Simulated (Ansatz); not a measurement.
# The perfect armchair graphene nanoribbon (N = 9, H2 edges)

What gap, if any, does the armchair graphene nanoribbon (N = 9, H2 edges) have, and how does it change with the functional and under strain?

Calculated with Ansatz 0.2.0; DFT PBE, plane waves, PAW; relaxation of a wire's period, in the first sound run; inputs show where later runs differ.

## (1) The structure

The cell holds 26 atoms: 18 C and 8 H. Its edges and angles: a = 17.981 Å, b = 8.760 Å, c = 4.260 Å, α = 90.0°, β = 90.0°, γ = 90.0°. Vacuum lies along a and b. The structure's axis is c.

## (2) Relaxation of atoms and period

Band widths follow the bond lengths, so the wire is relaxed first. The atoms and the third cell vector are free; the box across stays fixed as vacuum. A Fermi-Dirac smearing is set since the result may be a metal. The pressure printed is a third of the stress's trace over the whole box, vacuum included; only the stress along the axis is relaxed.

input.yaml

```yaml
crystal:
  lattice:
    - [17.981, 0.0, 0.0]
    - [0.0, 8.76, 0.0]
    - [0.0, 0.0, 4.26]
  atoms:
    - { symbol: C, position: [0.226437727, 0.5, 0.0] }
    - { symbol: C, position: [0.363221674, 0.5, 0.0] }
    - { symbol: C, position: [0.50000562, 0.5, 0.0] }
    - { symbol: C, position: [0.636789567, 0.5, 0.0] }
    - { symbol: C, position: [0.773573514, 0.5, 0.0] }
    - { symbol: C, position: [0.226437727, 0.5, 0.333333333] }
    - { symbol: C, position: [0.363221674, 0.5, 0.333333333] }
    - { symbol: C, position: [0.50000562, 0.5, 0.333333333] }
    - { symbol: C, position: [0.636789567, 0.5, 0.333333333] }
    - { symbol: C, position: [0.773573514, 0.5, 0.333333333] }
    - { symbol: H, position: [0.194649908, 0.600456621, 0.410798122] }
    - { symbol: H, position: [0.194649908, 0.399543379, 0.410798122] }
    - { symbol: H, position: [0.805361333, 0.600456621, 0.410798122] }
    - { symbol: H, position: [0.805361333, 0.399543379, 0.410798122] }
    - { symbol: C, position: [0.2948297, 0.5, 0.5] }
    - { symbol: C, position: [0.431613647, 0.5, 0.5] }
    - { symbol: C, position: [0.568397594, 0.5, 0.5] }
    - { symbol: C, position: [0.705181541, 0.5, 0.5] }
    - { symbol: C, position: [0.2948297, 0.5, 0.833333333] }
    - { symbol: C, position: [0.431613647, 0.5, 0.833333333] }
    - { symbol: C, position: [0.568397594, 0.5, 0.833333333] }
    - { symbol: C, position: [0.705181541, 0.5, 0.833333333] }
    - { symbol: H, position: [0.194649908, 0.600456621, 0.922535211] }
    - { symbol: H, position: [0.194649908, 0.399543379, 0.922535211] }
    - { symbol: H, position: [0.805361333, 0.600456621, 0.922535211] }
    - { symbol: H, position: [0.805361333, 0.399543379, 0.922535211] }
kpoints:
  mp_grid: { grid: [1, 1, 19] }
scf:
  occupations: { method: fermi_dirac, width: 0.05 }
hamiltonian:
  xc: pbe
relax:
  cell: { fix: [a, b, alpha, beta, gamma] }
  max_steps: 60
```

Run with:

```bash
ansatz run input.yaml --threads 8 --pin off --max-ram 16384MiB --backend cpu --events-out ev --progress --plain --runs-dir out
```

Numbers of over 12 decimals in the logs are rounded to 6 here.

What it wrote:

```text
Engine: ansatz 0.2.0, x86_64-unknown-linux-gnu
Pseudopotentials: kind: paw
Pseudopotential: C, paw, valence charge 4, recommended cutoff 420 eV (normal), C.paw.azcp
Pseudopotential: H, paw, valence charge 1, recommended cutoff 420 eV (normal), H.paw.azcp
Functional definition: PBE
  parameter kappa = 0.804
  parameter beta = 0.066725
  exchange = pbe_x(kappa = kappa, mu = beta*pi^2/3)
  correlation = pbe_c(beta = beta)
Crystal: 26 atoms, lattice volume = 671.008 Å³
Basis set: ecut = 420 eV, 13095 PW (Γ), exchange–correlation on 250×120×60 points (8 copies of the dense FFT grid, shifted against one another)
Bands: 66, of which v1, the nominal top of the filled ones, is band 40 counted from 1 (39 counted from 0)
Symmetry: 8 space group operations
Space group: Pmmm (ITA 47), of the structure as read, at distance tolerance 8.8e-5 Å
k-points: 10 of 19
Non-local potential: C, projectors of the file, l = 0: 2, l = 1: 2, l = 2: 1
Non-local potential: H, projectors of the file, l = 0: 2, l = 1: 1
PAW form: soft (Blöchl's): semilocal exchange-correlation on the pseudo side does not see the compensation charge
PAW one-centre angular grid: C, 110 points (default); XC on 64 Gauss nodes
PAW one-centre angular grid: H, 110 points (default); XC on 64 Gauss nodes
Initial density: superposition of atomic densities (neutral atoms: chi_scale 0, normalization atom), corrected by the library's trained network
Initial wavefunctions: pseudopotential atomic-orbital guess
Functional: x = pbe(κ = 0.804, μ = 0.219515), c = pbe(β = 0.066725)
SCF iter   1: F=—  HF=-4643.516658 eV  |F-HF|=—  |Δ(HF+E_count)|=         —  Δρ=3.57e-3  dr2=3.14e-1  ethr=1.77e-3  ⟨swp⟩=8.5  Hψ=3739  notcnv=0  defer=142
preconditioner: auto → Resta (q_TF=auto, 1.914 Å⁻¹)  ε∞=1.8  [insulator: Δε(μ)=1.441 eV  Ē_g=14.404 eV  σ=0.050 eV  W_gap=1.00  n_scr=80 (ndim 8)  ℏωp=12.8 eV  f_vac=0.649  D(μ)=0.00/eV (n_scr^D=0)  ε∞_Penn≈1.8  vacuum switching on, ρ_ref=1.5e-2 e/Å³]
SCF iter   2: F=—  HF=-4643.420551 eV  |F-HF|=—  |Δ(HF+E_count)|=   9.61e-2  Δρ=2.33e-3  dr2=5.16e-2  ethr=3.92e-4  ⟨swp⟩=2.7  Hψ=1030  notcnv=0  defer=184
SCF iter   3: F=—  HF=-4643.414206 eV  |F-HF|=—  |Δ(HF+E_count)|=   6.35e-3  Δρ=1.16e-3  dr2=1.79e-2  ethr=6.45e-5  ⟨swp⟩=2.1  Hψ=828  notcnv=0  defer=184
SCF iter   4: F=—  HF=-4643.413040 eV  |F-HF|=—  |Δ(HF+E_count)|=   1.17e-3  Δρ=4.80e-4  dr2=3.04e-3  ethr=2.24e-5  ⟨swp⟩=2.0  Hψ=817  notcnv=0  defer=184
SCF iter   5: F=—  HF=-4643.413091 eV  |F-HF|=—  |Δ(HF+E_count)|=   5.10e-5  Δρ=1.35e-4  dr2=1.43e-4  ethr=3.80e-6  ⟨swp⟩=2.3  Hψ=972  notcnv=0  defer=185
SCF iter   6: F=—  HF=-4643.413117 eV  |F-HF|=—  |Δ(HF+E_count)|=   2.65e-5  Δρ=4.83e-5  dr2=1.52e-5  ethr=1.79e-7  ⟨swp⟩=2.0  Hψ=864  notcnv=0  defer=185
SCF iter   7: F=—  HF=-4643.412984 eV  |F-HF|=—  |Δ(HF+E_count)|=   1.33e-4  Δρ=1.45e-5  dr2=7.62e-7  ethr=1.90e-8  ⟨swp⟩=2.0  Hψ=886  notcnv=0  defer=185
SCF iter   8: F=-4643.412985 eV  HF=-4643.412985 eV  |F-HF|=1.63e-8  |Δ(HF+E_count)|=   1.15e-6  Δρ=3.78e-6  dr2=8.07e-8  ethr=1.25e-10  ⟨swp⟩=5.0  Hψ=2211  notcnv=0
SCF 1 converged in 8 iterations: F = -4643.412985 eV  dr2 = 8.07e-8
  greatest PAW one-centre occupation: 0.675 electrons in one spin orbital (limit 2), on the C atom at site 21 (counted from 0), in its partial waves of l = 0
relax step   1: F+E_penalty+E_count = -4643.41298521 eV  Δ(F+E_penalty+E_count) = +0.000e0 eV  max|allowed force component| = 2.651e0 eV/Å  Δτ_max = 0.0000 Å  P = +2.845 GPa  Ω = 671.008 Å³  fix = [a, b, alpha, beta, gamma]  reactions: a +4.127, b -0.122 GPa  (8 SCF iters, dr2 threshold 1.00e-7 eV, accepted)
Crystal: 26 atoms, lattice volume = 674.411 Å³
Basis set: ecut = 420 eV, 13151 PW (Γ), exchange–correlation on 250×120×60 points (8 copies of the dense FFT grid, shifted against one another)
Initial density: handed on by an earlier stage of this run
Initial wavefunctions: those handed on with the density
iter 1 solved again at ethr=8.30e-4 eV; its pass at ethr=3.10e-3 eV (dr2=6.64e-1 eV) is discarded
SCF iter   1: F=—  HF=-4644.503762 eV  |F-HF|=—  |Δ(HF+E_count)|=         —  Δρ=1.08e-2  dr2=6.30e-1  ethr=8.30e-4  ⟨swp⟩=4.6  Hψ=2995  notcnv=0
preconditioner: auto → Resta (q_TF=auto, 1.912 Å⁻¹)  ε∞=1.9  [insulator: Δε(μ)=1.487 eV  Ē_g=13.846 eV  σ=0.050 eV  W_gap=1.00  n_scr=80 (ndim 8)  ℏωp=12.8 eV  f_vac=0.654  D(μ)=0.00/eV (n_scr^D=0)  ε∞_Penn≈1.9  vacuum switching on, ρ_ref=1.4e-2 e/Å³]
SCF iter   2: F=—  HF=-4644.342309 eV  |F-HF|=—  |Δ(HF+E_count)|=   1.61e-1  Δρ=3.89e-3  dr2=4.26e-2  ethr=7.88e-4  ⟨swp⟩=4.1  Hψ=1279  notcnv=0  defer=1
SCF iter   3: F=—  HF=-4644.342801 eV  |F-HF|=—  |Δ(HF+E_count)|=   4.92e-4  Δρ=1.47e-3  dr2=5.94e-3  ethr=5.32e-5  ⟨swp⟩=2.1  Hψ=1206  notcnv=0  defer=15
SCF iter   4: F=—  HF=-4644.343797 eV  |F-HF|=—  |Δ(HF+E_count)|=   9.96e-4  Δρ=2.64e-4  dr2=4.59e-4  ethr=7.43e-6  ⟨swp⟩=2.8  Hψ=1041  notcnv=0  defer=15
SCF iter   5: F=—  HF=-4644.343659 eV  |F-HF|=—  |Δ(HF+E_count)|=   1.38e-4  Δρ=8.42e-5  dr2=1.30e-4  ethr=5.73e-7  ⟨swp⟩=2.0  Hψ=882  notcnv=0  defer=15
SCF iter   6: F=—  HF=-4644.343641 eV  |F-HF|=—  |Δ(HF+E_count)|=   1.84e-5  Δρ=3.17e-5  dr2=1.31e-5  ethr=1.62e-7  ⟨swp⟩=2.0  Hψ=837  notcnv=0  defer=15
SCF iter   7: F=-4644.343640 eV  HF=-4644.343640 eV  |F-HF|=2.53e-7  |Δ(HF+E_count)|=   1.09e-6  Δρ=1.10e-5  dr2=6.07e-7  ethr=3.25e-9  ⟨swp⟩=5.0  Hψ=2046  notcnv=0
SCF 2 converged in 7 iterations: F = -4644.343640 eV  dr2 = 6.07e-7
  greatest PAW one-centre occupation: 0.672 electrons in one spin orbital (limit 2), on the C atom at site 21 (counted from 0), in its partial waves of l = 0
relax step   2: F+E_penalty+E_count = -4644.34363979 eV  Δ(F+E_penalty+E_count) = -9.307e-1 eV  max|allowed force component| = 1.058e0 eV/Å  Δτ_max = 0.1010 Å  P = +0.938 GPa  Ω = 674.411 Å³  energy of the carried Pulay correction = -3.223e-3 eV  fix = [a, b, alpha, beta, gamma]  reactions: a +1.400, b +0.032 GPa  (7 SCF iters, dr2 threshold 2.60e-6 eV, accepted)
Crystal: 26 atoms, lattice volume = 676.735 Å³
Basis set: ecut = 420 eV, 13219 PW (Γ), exchange–correlation on 250×120×60 points (8 copies of the dense FFT grid, shifted against one another)
iter 1 solved again at ethr=1.36e-4 eV; its pass at ethr=3.10e-3 eV (dr2=1.09e-1 eV) is discarded
SCF iter   1: F=—  HF=-4644.501402 eV  |F-HF|=—  |Δ(HF+E_count)|=         —  Δρ=4.25e-3  dr2=1.07e-1  ethr=1.36e-4  ⟨swp⟩=4.9  Hψ=2692  notcnv=0  defer=1
[...]
relax step   5: F+E_penalty+E_count = -4644.48112976 eV  Δ(F+E_penalty+E_count) = -3.788e-3 eV  max|allowed force component| = 1.546e-2 eV/Å  Δτ_max = 0.0047 Å  P = +0.001 GPa  Ω = 677.474 Å³  energy of the carried Pulay correction = -6.110e-3 eV  fix = [a, b, alpha, beta, gamma]  reactions: a +0.013, b -0.013 GPa  (4 SCF iters, dr2 threshold 1.33e-6 eV, accepted)
[...]
relax step   6: F+E_penalty+E_count = -4644.48113543 eV  Δ(F+E_penalty+E_count) = -5.673e-6 eV  max|allowed force component| = 6.137e-3 eV/Å  Δτ_max = 0.0006 Å  P = -0.008 GPa  Ω = 677.496 Å³  energy of the carried Pulay correction = -6.131e-3 eV  fix = [a, b, alpha, beta, gamma]  reactions: a -0.011, b -0.011 GPa  (5 SCF iters, dr2 threshold 1.49e-8 eV, accepted)
Initial wavefunctions: pseudopotential atomic-orbital guess (no wavefunctions were taken with the density)
iter 1 solved again at ethr=4.14e-7 eV; its pass at ethr=3.10e-3 eV (dr2=3.31e-4 eV) is discarded
SCF iter   1: F=—  HF=-4644.486092 eV  |F-HF|=—  |Δ(HF+E_count)|=         —  Δρ=5.89e-5  dr2=1.61e-6  ethr=4.14e-7  ⟨swp⟩=12.9  Hψ=7694  notcnv=0  defer=15
preconditioner: auto → Resta (q_TF=auto, 1.911 Å⁻¹)  ε∞=1.8  [insulator: Δε(μ)=1.465 eV  Ē_g=13.929 eV  σ=0.050 eV  W_gap=1.00  n_scr=80 (ndim 8)  ℏωp=12.8 eV  f_vac=0.654  D(μ)=0.00/eV (n_scr^D=0)  ε∞_Penn≈1.8  vacuum switching on, ρ_ref=1.4e-2 e/Å³]
SCF iter   2: F=—  HF=-4644.487015 eV  |F-HF|=—  |Δ(HF+E_count)|=   9.23e-4  Δρ=2.97e-5  dr2=3.85e-7  ethr=2.01e-9  ⟨swp⟩=3.3  Hψ=1350  notcnv=0  defer=14
SCF iter   3: F=—  HF=-4644.487612 eV  |F-HF|=—  |Δ(HF+E_count)|=   5.97e-4  Δρ=3.90e-6  dr2=4.01e-8  ethr=4.81e-10  ⟨swp⟩=3.0  Hψ=942  notcnv=0  defer=14
SCF iter   4: F=—  HF=-4644.487626 eV  |F-HF|=—  |Δ(HF+E_count)|=   1.41e-5  Δρ=7.25e-7  dr2=2.97e-9  ethr=5.02e-11  ⟨swp⟩=2.1  Hψ=857  notcnv=0  defer=14
SCF iter   5: F=—  HF=-4644.487626 eV  |F-HF|=—  |Δ(HF+E_count)|=   3.00e-7  Δρ=3.03e-7  dr2=1.73e-9  ethr=3.72e-12  ⟨swp⟩=2.8  Hψ=928  notcnv=0  defer=14
SCF iter   6: F=-4644.487626 eV  HF=-4644.487626 eV  |F-HF|=5.92e-9  |Δ(HF+E_count)|=   2.29e-9  Δρ=1.15e-7  dr2=2.47e-10  ethr=1.00e-12  ⟨swp⟩=3.5  Hψ=2309  notcnv=0
SCF 7 converged in 6 iterations: F = -4644.487626 eV  dr2 = 2.47e-10
relax step   7: F+E_penalty+E_count = -4644.48762633 eV  Δ(F+E_penalty+E_count) = -6.491e-3 eV  max|allowed force component| = 5.437e-3 eV/Å  Δτ_max = 0.0000 Å  P = +0.009 GPa  Ω = 677.496 Å³  fix = [a, b, alpha, beta, gamma]  reactions: a -0.001, b +0.004 GPa  stress off target by 2.47e-2 GPa on what of the cell is left free  SCF on the basis re-selected at this cell (its energy is not comparable with the rows above)  (6 SCF iters)
basis re-selected at this cell: Δ(F+E_penalty+E_count) = -6.491e-3 eV, ΔP = +0.017 GPa vs the last step (what re-selecting the basis moved, of the pressure what is left beyond the Pulay correction that the steps carried, after the strain that the cell walked since its last selection, with what the two solves' SCF thresholds leave and, on support functions, any second-order correction that the steps lacked; it is no m [...]
SCF converged after 6 iterations
Free energy (F): -4644.487626 eV
Harris-Foulkes:  -4644.487626 eV  (|F-HF|=5.92e-9)
Internal energy: -4644.487626 eV  (E = F + TS)
E sigma→0 (E₀):  -4644.487626 eV
Entropy (-TS):   -0.000000 eV (-0.000 meV/atom)
Fermi energy:    -0.645226 eV
--- Per-component energies (eV) ---
  E_band       = -772.503836
  E_kinetic    = 1748.348234
  E_local      = -15595.849682  (includes V_loc(G=0)·N_el)
  E_nonlocal   = 502.462187
  E_hartree    = 6931.908028
  E_xc         = -936.750690
  E_vxc        = -1163.437497  (∫ρ·V_xc dr)
  E_paw        = -1792.493311  (= ΣΔE_a)
  E_vpaw       = -127.832422  (= ΣTr[D̂ρ^β])
  E_aug_tail   = -0.010838  (compensation charges beyond the density's cutoff)
  E_ewald      = 4497.898444
  E_smearing   = -0.000000  (= −TS)
  E_closure    = 0.000000  (closes the sum)
  Σ components = -4644.487626   (vs F -4644.487626, Δ=0.00e0)
--- Forces (eV/Å), atoms counted from 1 ---
  atom   1  C     -0.00212838     0.00000000    -0.00022193
  atom   2  C     -0.00279343    -0.00000000     0.00349159
  atom   3  C     -0.00000000    -0.00000000     0.00205353
  atom   4  C      0.00279343    -0.00000000     0.00349159
  atom   5  C      0.00212838     0.00000000    -0.00022193
  atom   6  C     -0.00212838    -0.00000000     0.00022193
  atom   7  C     -0.00279343     0.00000000    -0.00349159
  atom   8  C      0.00000000     0.00000000    -0.00205353
  atom   9  C      0.00279343     0.00000000    -0.00349159
  atom  10  C      0.00212838    -0.00000000     0.00022193
  atom  11  H      0.00066725    -0.00063605     0.00024365
  atom  12  H      0.00066725     0.00063605     0.00024365
  atom  13  H     -0.00066725    -0.00063605     0.00024365
  atom  14  H     -0.00066725     0.00063605     0.00024365
  atom  15  C      0.00213217     0.00000000    -0.00030664
  atom  16  C      0.00183755    -0.00000000     0.00543748
  atom  17  C     -0.00183755    -0.00000000     0.00543748
  atom  18  C     -0.00213217     0.00000000    -0.00030664
  atom  19  C      0.00213217    -0.00000000     0.00030664
  atom  20  C      0.00183755     0.00000000    -0.00543748
  atom  21  C     -0.00183755     0.00000000    -0.00543748
  atom  22  C     -0.00213217    -0.00000000     0.00030664
  atom  23  H      0.00066725    -0.00063605    -0.00024365
  atom  24  H      0.00066725     0.00063605    -0.00024365
  atom  25  H     -0.00066725    -0.00063605    -0.00024365
  atom  26  H     -0.00066725     0.00063605    -0.00024365
  max |Σ_I F_I| component: 1.84e-18 eV/Å
--- Stress (GPa, compression-positive) ---
       -0.001380       0.000000      -0.000000
        0.000000       0.003558      -0.000000
       -0.000000      -0.000000       0.024667
  P = ⅓ Tr σ = 0.0089 GPa (0.089 kbar)
--- Relaxed structure (6 steps of the walk, 6 accepted, 1 SCFs on fresh bases) ---
  F+E_penalty+E_count = -4644.48762633 eV   max|allowed force component| = 5.437e-3 eV/Å   (the final SCF, on the basis selected at the relaxed cell)
  cell:  # Å, volume = 677.4958 Å³
    - [17.981, 0, 0]
    - [0, 8.76, 0]
    - [0, 0, 4.301190]
  atoms:
    - { symbol: C, position: [0.221075, 0.500000, -0.010900] }
    - { symbol: C, position: [0.362869, 0.500000, -0.0012307] }
    - { symbol: C, position: [0.500000, 0.500000, 0.00131547] }
    - { symbol: C, position: [0.637131, 0.500000, -0.0012307] }
    - { symbol: C, position: [0.778925, 0.500000, -0.010900] }
    - { symbol: C, position: [0.221075, 0.500000, 0.344233] }
    - { symbol: C, position: [0.362869, 0.500000, 0.334564] }
    - { symbol: C, position: [0.500000, 0.500000, 0.332018] }
    - { symbol: C, position: [0.637131, 0.500000, 0.334564] }
    - { symbol: C, position: [0.778925, 0.500000, 0.344233] }
    - { symbol: H, position: [0.189060, 0.599147, 0.427835] }
    - { symbol: H, position: [0.189060, 0.400853, 0.427835] }
    - { symbol: H, position: [0.810940, 0.599147, 0.427835] }
    - { symbol: H, position: [0.810940, 0.400853, 0.427835] }
    - { symbol: C, position: [0.295270, 0.500000, 0.505083] }
    - { symbol: C, position: [0.431258, 0.500000, 0.499915] }
    - { symbol: C, position: [0.568742, 0.500000, 0.499915] }
    - { symbol: C, position: [0.704730, 0.500000, 0.505083] }
    - { symbol: C, position: [0.295270, 0.500000, 0.828250] }
    - { symbol: C, position: [0.431258, 0.500000, 0.833418] }
    - { symbol: C, position: [0.568742, 0.500000, 0.833418] }
    - { symbol: C, position: [0.704730, 0.500000, 0.828250] }
    - { symbol: H, position: [0.189060, 0.599147, 0.905498] }
    - { symbol: H, position: [0.189060, 0.400853, 0.905498] }
    - { symbol: H, position: [0.810940, 0.599147, 0.905498] }
    - { symbol: H, position: [0.810940, 0.400853, 0.905498] }
```

Elapsed: 70 s, on 8 threads of Intel Xeon at 2.50GHz (Skylake/Cascade Lake), shared host; peak memory 2.3 GiB; 5.9 min of CPU time.

The steps of the relaxation:

| step | energy less that of the first step (eV) | largest force component (eV/Å) | pressure (GPa) | volume (Å³) |
| --- | --- | --- | --- | --- |
| 1 | 0.0000 | 2.6509 | 2.84 | 671.01 |
| 2 | -0.9307 | 1.0584 | 0.94 | 674.41 |
| 3 | -1.0585 | 0.3157 | 0.12 | 676.73 |
| 4 | -1.0644 | 0.1456 | 0.23 | 676.41 |
| 5 | -1.0681 | 0.0155 | 0.00 | 677.47 |
| 6 | -1.0682 | 0.0061 | -0.01 | 677.50 |
| 7* | -1.0746 | 0.0054 | 0.01 | 677.50 |

Relaxation steps marked * repeat the geometry before them on a plane-wave basis chosen anew for their cell, so energy and pressure can jump there.

Forces are held to the 8 operations that the run works with; a distortion that breaks them can't arise in this run.

| cell as run | before | after | change |
| --- | --- | --- | --- |
| c (Å) | 4.260 | 4.301 | +1.0 % |

The atoms that moved most (Å, along periodic axes as changes of fractional coordinates times the final cell, across vacuum about the mean position):

| atom | dx | dy | dz | length |
| --- | --- | --- | --- | --- |
| H23 | -0.100 | -0.011 | -0.073 | 0.125 |
| H11 | -0.100 | -0.011 | 0.073 | 0.125 |
| H24 | -0.100 | 0.011 | -0.073 | 0.125 |
| H12 | -0.100 | 0.011 | 0.073 | 0.125 |
| H25 | 0.100 | -0.011 | -0.073 | 0.125 |
| H26 | 0.100 | 0.011 | -0.073 | 0.125 |
| H13 | 0.100 | -0.011 | 0.073 | 0.125 |
| H14 | 0.100 | 0.011 | 0.073 | 0.125 |

This step gave:

```
cell length along the wire : 4.301 Å
```

The cell's length comes to 4.301 Å with spin left out.

(Part 1 of 3 ends here.)

[Logs are printed without paths, hosts, clocks, repeated set-up lines and the standing remarks that a program may print on its own settings, such as how far it seeks lower states.]

[Hosts, paths, dates, database ids (printed as entryN), source tags and the programs' standing remarks are cut or masked in the printed files.]
